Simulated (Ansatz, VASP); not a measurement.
Given: the input of a run of Ansatz 0.2.0 on GaN. 

File input.yaml:

```yaml
crystal:
  lattice:
    - [3.18, 0.0, 0.0]
    - [-1.59, 2.753960784, 0.0]
    - [0.0, 0.0, 5.166]
  atoms:
    - { symbol: Ga, position: [0.6666666667, 0.3333333333, 0.5] }
    - { symbol: Ga, position: [0.3333333333, 0.6666666667, 0.0] }
    - { symbol: "N", position: [0.6666666667, 0.3333333333, 0.875] }
    - { symbol: "N", position: [0.3333333333, 0.6666666667, 0.375] }
hamiltonian:
  xc: blyp
  pseudopotentials: { kind: paw }
kpoints:
  mp_grid: { grid: [10, 10, 5] }
scf:
  occupations: { method: fermi_dirac, width: 0.05 }
output:
  forces: true
  stress: true
  write_density: true
  write_potential: true
  elf: true
  volumetric_format: npy
relax:
  f_tol: 0.01
  max_steps: 40
  cell: { stress_tol: 0.05 }
```

Potentials or basis: Ansatz PAW.

Launch:

```console
$ ansatz run input.yaml --threads 2 --pin off --max-ram 5120MiB --backend cpu --events-out ev --progress --plain --runs-dir out
```

Problem. Translate it to VASP 6.6.1. Potentials or basis there: PBE PAW files Ga_d, N, 600 eV.

Solution. As run (cutoffs and basis follow the program's own potentials, and thresholds, step limits or extra output files can differ):

File INCAR:

```
SYSTEM = GaN
  PREC = Accurate
  ENCUT = 600
  EDIFF = 1E-6
  ISMEAR = -1
  SIGMA = 0.05
  LREAL = .False.
  LASPH = .True.
  NELM = 80
  ALGO = Normal
  ISIF = 3
  LWAVE = .False.
  LCHARG = .False.
  GGA = B5
  ALDAX = 1.0
  AGGAX = 1.0
  AGGAC = 1.0
  ALDAC = 0.0
  IBRION = 2
  NSW = 60
  EDIFFG = -0.01
```

File KPOINTS:

```
Automatic mesh
0
Gamma
  10 10 5
  0 0 0
```

The input POSCAR:

```
GaN
1.0
    3.1800000000      0.0000000000      0.0000000000
   -1.5900000000      2.7539607840      0.0000000000
    0.0000000000      0.0000000000      5.1660000000
Ga N
2 2
Direct
    0.6666666667      0.3333333333      0.5000000000
    0.3333333333      0.6666666667      0.0000000000
    0.6666666667      0.3333333333      0.8750000000
    0.3333333333      0.6666666667      0.3750000000
```

Potentials or basis: VASP PAW PBE potentials, release 64 (Ga_d, N).

Launch:

```console
$ cat potpaw_PBE.64/Ga_d/POTCAR potpaw_PBE.64/N/POTCAR > POTCAR
$ mpirun -np 1 vasp_std > vasp.out
```

Both were run:

|  | Ansatz | VASP |
| --- | --- | --- |
| Relaxed volume | 12.14 Å³/atom | 12.21 Å³/atom |
| Relaxed cell | a = 3.251 Å, b = 3.251 Å, c = 5.304 Å, α = 90.00°, β = 90.00°, γ = 120.00° | a = 3.258 Å, b = 3.258 Å, c = 5.314 Å, α = 90.00°, β = 90.00°, γ = 120.00° |
| Space group after relaxing | P6_3mc (No. 186) | P6_3mc (No. 186) |
| Pressure after relaxing | 0.0 GPa | 0.1 GPa |

Ansatz's pressure holds a Pulay term of +0.58 GPa for its cutoff of 420 eV, which the other run lacks.

Ansatz's potentials were made for PBE. VASP's potentials were made for PBE.

Where Ansatz's input types no cutoff or centring, it takes its own default and a Γ-centred mesh.

Pressure is positive in compression.
